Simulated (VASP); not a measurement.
# Sn (Im-3m) in VASP: a series of runs, part 2 of 2

VASP 6.6.1. The steps go on from the part before.

## 3. Band structure, LDA, spin-orbit coupling, no magnetisation

File POSCAR:

```
Sn
1.0
   -1.8946518192      1.8946518192      1.8946518192
    1.8946518192     -1.8946518192      1.8946518192
    1.8946518192      1.8946518192     -1.8946518192
Sn
1
Direct
    0.0000000000      0.0000000000      0.0000000000
```

File INCAR.step1:

```
  ALGO = Fast
  EDIFF = 1E-6
  ENCUT = 520
  GGA = CA
  GGA_COMPAT = F
  ISIF = 2
  ISMEAR = -1
  LASPH = T
  LCHARG = T
  LNONCOLLINEAR = T
  LORBIT = 11
  LREAL = F
  LSORBIT = T
  LWAVE = F
  MAGMOM = 0 0 0
  NELM = 100
  PREC = Accurate
  SIGMA = 0.05
```

File KPOINTS.step1:

```
k-points
0
Gamma
  7 7 7
```

File INCAR.step2:

```
  ALGO = Fast
  EDIFF = 1E-6
  ENCUT = 520
  GGA = CA
  GGA_COMPAT = F
  ICHARG = 11
  ISIF = 2
  ISMEAR = 0
  LASPH = T
  LCHARG = F
  LNONCOLLINEAR = T
  LORBIT = 11
  LREAL = F
  LSORBIT = T
  LWAVE = F
  MAGMOM = 0 0 0
  NELM = 100
  PREC = Accurate
  SIGMA = 0.05
```

File KPOINTS.step2:

```
path GHNGPH,PN
10
line-mode
reciprocal
 0.0000000000  0.0000000000  0.0000000000  G
 0.5000000000 -0.5000000000  0.5000000000  H

 0.5000000000 -0.5000000000  0.5000000000  H
 0.0000000000  0.0000000000  0.5000000000  N

 0.0000000000  0.0000000000  0.5000000000  N
 0.0000000000  0.0000000000  0.0000000000  G

 0.0000000000  0.0000000000  0.0000000000  G
 0.2500000000  0.2500000000  0.2500000000  P

 0.2500000000  0.2500000000  0.2500000000  P
 0.5000000000 -0.5000000000  0.5000000000  H

 0.2500000000  0.2500000000  0.2500000000  P
 0.0000000000  0.0000000000  0.5000000000  N
```

Potentials or basis: VASP PAW LDA potentials, release 64 (Sn_d).

The run is started by

```sh
$ cat potpaw_LDA.64/Sn_d/POTCAR > POTCAR
$ cp INCAR.step1 INCAR
$ cp KPOINTS.step1 KPOINTS
$ mpirun -np 1 vasp_ncl > vasp.out
$ cp INCAR.step2 INCAR
$ cp KPOINTS.step2 KPOINTS
$ mpirun -np 1 vasp_ncl > vasp.out
```

OUTCAR:

```text
EDIFF = 1E-6
   ENCUT = 520
   GGA = CA
   ICHARG = 11
   ISIF = 2
   ISMEAR = 0
   LASPH = T
   LNONCOLLINEAR = T
   LORBIT = 11
   LREAL = F
   LSORBIT = T
   NELM = 100
   PREC = Accurate

 ion  position               nearest neighbor table
   1  0.000  0.000  0.000-

  LATTYP: Found a body centered cubic cell.
 ALAT       =     3.7893036384

  Lattice vectors:

 A1 = (  -1.8946518192,   1.8946518192,   1.8946518192)
 A2 = (   1.8946518192,  -1.8946518192,   1.8946518192)
 A3 = (   1.8946518192,   1.8946518192,  -1.8946518192)

Analysis of symmetry for initial positions (statically):
=====================================================================
 Subroutine PRICEL returns:
 Original cell was already a primitive cell.

 Routine SETGRP: Setting up the symmetry group for a
 body centered cubic supercell.

 Subroutine GETGRP returns: Found 48 space group operations
 (whereof 48 operations were pure point group operations)
 out of a pool of 48 trial point group operations.

The static configuration has the point symmetry O_h .

Analysis of symmetry for dynamics (positions and initial velocities):
[... 783 lines left out ...]
  volume of cell :       27.20
      direct lattice vectors                 reciprocal lattice vectors
    -1.894651819  1.894651819  1.894651819     0.000000000  0.263900731  0.263900731
     1.894651819 -1.894651819  1.894651819     0.263900731  0.000000000  0.263900731
     1.894651819  1.894651819 -1.894651819     0.263900731  0.263900731  0.000000000

 POSITION                                       TOTAL-FORCE (eV/Angst)
 -----------------------------------------------------------------------------------
      0.00000      0.00000      0.00000         0.000000      0.000000     -0.000000
 -----------------------------------------------------------------------------------
    total drift:                                0.000000      0.000000     -0.000000

  FREE ENERGIE OF THE ION-ELECTRON SYSTEM (eV)
  ---------------------------------------------------
  free  energy   TOTEN  =        -4.0270677106 eV

  energy  without entropy=       -4.0263256913  energy(sigma->0) =       -4.02669670

 Spin-Orbit-Coupling matrix elements

 Ion:    1  E_soc:     -0.1616708
 l=   1
     0.0000000    -0.0205805    -0.0205805
    -0.0205805     0.0000000    -0.0205805
    -0.0205805    -0.0205805     0.0000000
 l=   2
     0.0000000    -0.0012572     0.0000000    -0.0012572    -0.0051074
    -0.0012572     0.0000000    -0.0038305    -0.0012572    -0.0012768
     0.0000000    -0.0038305     0.0000000    -0.0038305     0.0000000
    -0.0012572    -0.0012572    -0.0038305     0.0000000    -0.0012768
    -0.0051074    -0.0012768     0.0000000    -0.0012768     0.0000000
 l=   3
     0.0000000     0.0000000     0.0000000     0.0000000     0.0000000     0.0000000     0.0000000
     0.0000000     0.0000000     0.0000000     0.0000000     0.0000000     0.0000000     0.0000000
     0.0000000     0.0000000     0.0000000     0.0000000     0.0000000     0.0000000     0.0000000
     0.0000000     0.0000000     0.0000000     0.0000000     0.0000000     0.0000000     0.0000000
     0.0000000     0.0000000     0.0000000     0.0000000     0.0000000     0.0000000     0.0000000
     0.0000000     0.0000000     0.0000000     0.0000000     0.0000000     0.0000000     0.0000000
     0.0000000     0.0000000     0.0000000     0.0000000     0.0000000     0.0000000     0.0000000

 total charge

# of ion       s       p       d       tot
------------------------------------------
    1        1.321   0.893   9.972  12.186

 magnetization (x)

# of ion       s       p       d       tot
------------------------------------------
    1        0.000   0.000  -0.000   0.000

 magnetization (y)

# of ion       s       p       d       tot
------------------------------------------
    1       -0.000  -0.000   0.000  -0.000

 magnetization (z)

# of ion       s       p       d       tot
------------------------------------------
    1        0.000   0.000   0.000   0.000
```

OSZICAR.step1:

```text
N       E                     dE             d eps       ncg     rms          rms(c)
DAV:   1     0.112901470959E+03    0.11290E+03   -0.71672E+03   900   0.203E+03
DAV:   2     0.793742991016E+01   -0.10496E+03   -0.10244E+03   910   0.452E+02
DAV:   3    -0.411687511368E+01   -0.12054E+02   -0.11964E+02  1022   0.135E+02
DAV:   4    -0.450859823323E+01   -0.39172E+00   -0.39146E+00  1012   0.264E+01
DAV:   5    -0.452409027310E+01   -0.15492E-01   -0.15491E-01  1254   0.500E+00    0.146E+00
RMM:   6    -0.451270321958E+01    0.11387E-01   -0.13475E-02  1069   0.175E+00    0.831E-01
RMM:   7    -0.450898492675E+01    0.37183E-02   -0.62057E-03  1056   0.102E+00    0.494E-01
RMM:   8    -0.450873470725E+01    0.25022E-03   -0.11975E-03  1162   0.357E-01    0.504E-02
RMM:   9    -0.450864706902E+01    0.87638E-04   -0.38349E-04  1184   0.377E-01    0.148E-02
RMM:  10    -0.450865735237E+01   -0.10283E-04   -0.13623E-04  1336   0.130E-01    0.205E-02
RMM:  11    -0.450865657124E+01    0.78112E-06   -0.17572E-05  1213   0.666E-02    0.698E-03
RMM:  12    -0.450865722873E+01   -0.65749E-06   -0.88038E-06  1180   0.346E-02
   1 F= -.45086572E+01 E0= -.45049845E+01  d E =-.734538E-02  mag=    -0.0000    -0.0000    -0.0000
```

It took 47 s on 1 thread of Intel Xeon Platinum 8488C (Sapphire Rapids), shared host; peak memory 0.18 GiB.

Caveat: the log is that of the step along the path at fixed density, whose energy, stress, charges and moments have no meaning.

## 4. Phonons, r2SCAN

POSCAR is that of step 3.

File INCAR.step1:

```
PREC = Accurate
ENCUT = 600
EDIFF = 1E-8
ISMEAR = 1
SIGMA = 0.1
LREAL = False
LASPH = True
NELM = 100
ALGO = Normal
ISIF = 3
LWAVE = False
LCHARG = False
METAGGA = R2SCAN
LMIXTAU = True
IBRION = 2
NSW = 40
EDIFFG = -0.002
```

File INCAR.step2:

```
PREC = Accurate
ENCUT = 600
EDIFF = 1E-8
ISMEAR = 1
SIGMA = 0.1
LREAL = False
LASPH = True
NELM = 100
ALGO = Normal
ISIF = 2
LWAVE = False
LCHARG = False
METAGGA = R2SCAN
LMIXTAU = True
IBRION = 6
NFREE = 2
POTIM = 0.015
NSW = 1
```

File KPOINTS:

```
Automatic mesh
0
Gamma
  7 7 7
```

Potentials or basis: VASP PAW PBE potentials, release 64 (Sn_d).

The run is started by

```sh
$ cat potpaw_PBE.64/Sn_d/POTCAR > POTCAR
$ cp INCAR.step1 INCAR
$ mpirun -np 1 vasp_std > vasp.out
$ cp CONTCAR POSCAR
$ cp INCAR.step2 INCAR
$ mpirun -np 1 vasp_std > vasp.out
```

OUTCAR:

```text
PREC = Accurate
   ENCUT = 600
   EDIFF = 1E-8
   ISMEAR = 1
   LREAL = False
   LASPH = True
   NELM = 100
   ISIF = 2
   METAGGA = R2SCAN
   IBRION = 6
   NFREE = 2
   POTIM = 0.015
   NSW = 1

 ion  position               nearest neighbor table
   1  0.000  0.000  0.000-

  LATTYP: Found a body centered cubic cell.
 ALAT       =     3.7869039999

  Lattice vectors:

 A1 = (  -1.8934520000,   1.8934520000,   1.8934520000)
[... 570 lines left out ...]
  energy  without entropy=      -24.5257779384  energy(sigma->0) =      -24.52694476

 INTERNAL STRAIN TENSORS FROM DISPLACED ATOMS
 ============================================

 INTERNAL STRAIN TENSOR FOR ION    1 for displacements in x,y,z  (eV/Angst):
          X           Y           Z          XY          YZ          ZX
  --------------------------------------------------------------------------------
  x     0.00000     0.00000     0.00000     0.00000     0.00000     0.00000
  y     0.00000     0.00000     0.00000     0.00000     0.00000     0.00000
  z     0.00000     0.00000     0.00000     0.00000     0.00000     0.00000

 Eigenvectors and eigenvalues of the dynamical matrix
 ----------------------------------------------------

   1 f  =    0.000000 THz     0.000000 2PiTHz    0.000000 cm-1     0.000000 meV
             X         Y         Z           dx          dy          dz
      0.000000  0.000000  0.000000     1.000000    0.000000    0.000000

   2 f  =    0.000000 THz     0.000000 2PiTHz    0.000000 cm-1     0.000000 meV
             X         Y         Z           dx          dy          dz
      0.000000  0.000000  0.000000     0.000000    1.000000    0.000000

   3 f  =    0.000000 THz     0.000000 2PiTHz    0.000000 cm-1     0.000000 meV
             X         Y         Z           dx          dy          dz
      0.000000  0.000000  0.000000     0.000000    0.000000    1.000000

 ELASTIC MODULI CONTR FROM IONIC RELAXATION (kBar)
 Direction    XX          YY          ZZ          XY          YZ          ZX
 --------------------------------------------------------------------------------
 XX           0.0000      0.0000      0.0000      0.0000      0.0000      0.0000
 YY           0.0000      0.0000      0.0000      0.0000      0.0000      0.0000
 ZZ           0.0000      0.0000      0.0000      0.0000      0.0000      0.0000
 XY           0.0000      0.0000      0.0000      0.0000      0.0000      0.0000
 YZ           0.0000      0.0000      0.0000      0.0000      0.0000      0.0000
 ZX           0.0000      0.0000      0.0000      0.0000      0.0000      0.0000
 --------------------------------------------------------------------------------
```

OSZICAR.step1:

```text
N       E                     dE             d eps       ncg     rms          rms(c)
DAV:   1     0.551592130863E+02    0.55159E+02   -0.83106E+03   440   0.204E+03
DAV:   2    -0.218822186042E+02   -0.77041E+02   -0.75188E+02   446   0.357E+02
DAV:   3    -0.265499579889E+02   -0.46677E+01   -0.46387E+01   516   0.785E+01
[... 45 lines left out ...]
DAV:   8    -0.245275412969E+02    0.45229E-06   -0.11691E-07   440   0.455E-03    0.100E-04
DAV:   9    -0.245275413716E+02   -0.74713E-07   -0.11511E-09   223   0.361E-04    0.198E-05
DAV:  10    -0.245275413370E+02    0.34604E-07   -0.12511E-10   220   0.191E-04    0.608E-06
DAV:  11    -0.245275413583E+02   -0.21306E-07   -0.54516E-11   220   0.969E-05    0.646E-06
DAV:  12    -0.245275413535E+02    0.47755E-08   -0.10560E-11   220   0.477E-05
   3 F= -.24527541E+02 E0= -.24526958E+02  d E =-.168514E-04
```

It took 3.4 min on 1 thread of Intel Xeon Platinum 8488C (Sapphire Rapids), shared host; peak memory 0.17 GiB.

What came out:

* Relaxed volume: 27.15 Å³/atom
* Relaxed cell: a = 3.280 Å, b = 3.280 Å, c = 3.280 Å, α = 109.47°, β = 109.47°, γ = 109.47°
* Space group after relaxing (to 0.05 Å): Im-3m (No. 229)

Final structure:
```cif
data_structure
_symmetry_space_group_name_H-M 'P 1'
_symmetry_Int_Tables_number 1
_cell_length_a 3.2796
_cell_length_b 3.2796
_cell_length_c 3.2796
_cell_angle_alpha 109.471
_cell_angle_beta 109.471
_cell_angle_gamma 109.471
_cell_volume 27.15
loop_
_atom_site_label
_atom_site_type_symbol
_atom_site_fract_x
_atom_site_fract_y
_atom_site_fract_z
_atom_site_occupancy
Sn1 Sn 0.00000 0.00000 0.00000 1
```

Caveat: the PAW data sets were made with another functional, which shifts forces and pressure a little.
